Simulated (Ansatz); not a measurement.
# Sn4O7: the cost of one run

Method: DFT PBEsol, scalar-relativistic, plane waves, PAW, in Ansatz 0.2.0.

3 further runs of the same task are left out: 3 set aside as unsound or not needed.

## 1. Starting point

Symmetry: I4_1/amd, No. 141, tetragonal system. Conventional cell: a = 4.011 Å, b = 4.011 Å, c = 10.245 Å, α = 90.00°, β = 90.00°, γ = 90.00°. Sn (site symmetry -4m2) is surrounded by 6 O at 2.06 to 2.08 Å. O (site symmetry 2mm) has 3 Sn at 2.06 to 2.08 Å as nearest neighbours.

As a file:

```xyz
6
Lattice="-2.0055 2.0055 5.1227 2.0055 -2.0055 5.1227 2.0055 2.0055 -5.1227" Properties=species:S:1:pos:R:3 pbc="T T T"
Sn    0.0000    2.0055    2.5614
Sn    0.0000    0.0000    0.0000
O     0.0000    0.0000    8.1665
O     0.0000    2.0055    4.6404
O     0.0000    0.0000    2.0790
O     0.0000    2.0055    0.4824
```

It goes back to an entry of the Materials Project, which need not be the stable form.

This cell was relaxed beforehand with the same method: volume 13.74 Å³/atom, gap on the mesh 1.55 eV.

## 2. Plan of the line

Atoms count from 1 in the order of the input.

An atom moved over a plane that holds its own site and a neighbouring vacancy.

First coordinate, path of O6 from its site (0) to the vacancy (1), 2.563 Å: 11 values from −0.125 to 1.125. Second coordinate, shift of O6 across the path, along a normal: 9 values from −0.900 Å.

Nothing else is relaxed (all other atoms held at the sites of the perfect crystal). Points are written as (first, second).

## 3. Grid point (0.125, −0.675 Å)

The input, input.yaml:

```yaml
crystal:
  lattice:
    - [-4.0109999453, -4.0109999453, 0.0]
    - [-4.0109999453, 4.0109999453, 0.0]
    - [2.0054999726, 2.0054999726, -5.1227446976]
  atoms:
    - { symbol: Sn, position: [1.0, 0.75, 0.5] }
    - { symbol: Sn, position: [0.5, 0.25, 0.5] }
    - { symbol: Sn, position: [0.5, 0.5, 0.0] }
    - { symbol: Sn, position: [0.0, 0.0, 0.0] }
    - { symbol: O, position: [0.2029187784, 0.0, 0.4058375568] }
    - { symbol: O, position: [0.8892623383, 0.7711584726, 0.2362077316] }
    - { symbol: O, position: [0.2970812216, 0.25, 0.0941624432] }
    - { symbol: O, position: [0.2970812216, 0.5, 0.5941624432] }
    - { symbol: O, position: [0.7970812216, 0.0, 0.5941624432] }
    - { symbol: O, position: [0.2029187784, 0.75, 0.9058375568] }
    - { symbol: O, position: [0.7029187784, 0.25, 0.9058375568] }
total_charge: 2
basis:
  ecutwfc: 420
kpoints:
  mp_grid: { grid: [6, 4, 6] }
hamiltonian:
  xc: pbesol
  pseudopotentials: { kind: paw, azcp: { folder: soft_1 } }
scf:
  occupations: { method: gaussian, width: 0.05 }
output:
  forces: true
  stress: true
  eigenvalues: true
  write_density: true
  write_potential: true
  elf: true
  volumetric_format: npy
```

Started as:

```bash
ansatz run input.yaml --threads 4 --pin off --max-ram 8192MiB --backend cpu --events-out ev --progress --plain --runs-dir out
```

Q: Estimate wall time and peak memory on 4 threads of Intel Xeon Platinum 8488C (Sapphire Rapids), shared host.

About 22 s, with a peak of 0.88 GiB.
